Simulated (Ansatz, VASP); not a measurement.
Two plane-wave programs on MoS2

```xyz
6
Lattice="3.1843 0.0000 0.0000 -1.5921 2.7577 0.0000 0.0000 0.0000 12.9904" Properties=species:S:1:pos:R:3 pbc="T T T"
Mo    1.5921    0.9192    3.2476
Mo    0.0000    1.8384    9.7428
S     1.5921    0.9192    8.1901
S     0.0000    1.8384    4.8003
S     1.5921    0.9192   11.2955
S     0.0000    1.8384    1.6949
```

The cell is a database's computed one.

Alike in both runs: task single point; functional r2SCAN; k mesh 12 × 12 × 2; occupations gaussian, width 0.02 eV; no spin polarisation.

|  | VASP | Ansatz |
| --- | --- | --- |
| version | VASP 6.6.1 | Ansatz 0.2.0 |
| potentials or method | VASP PAW PBE potentials, release 64 (Mo_sv, S) | scalar-relativistic, plane waves, PAW |
| plane-wave cutoff (eV) | 520 | 500 |
| valence electrons in the cell | 52 | 52 |

Ansatz gave:

* gap on the k mesh at the Fermi level (eV): 1.16
* least direct gap on the mesh (eV): 1.72

Which values does VASP return?

gap on the k mesh at the Fermi level (eV): 1.18; least direct gap on the mesh (eV): 1.73.

The functional is the same, so the differences come from potentials, cutoffs and numerics.

 A k mesh can miss the band edges. r2SCAN opens gaps a little over a GGA but as a rule still falls short of measured ones.
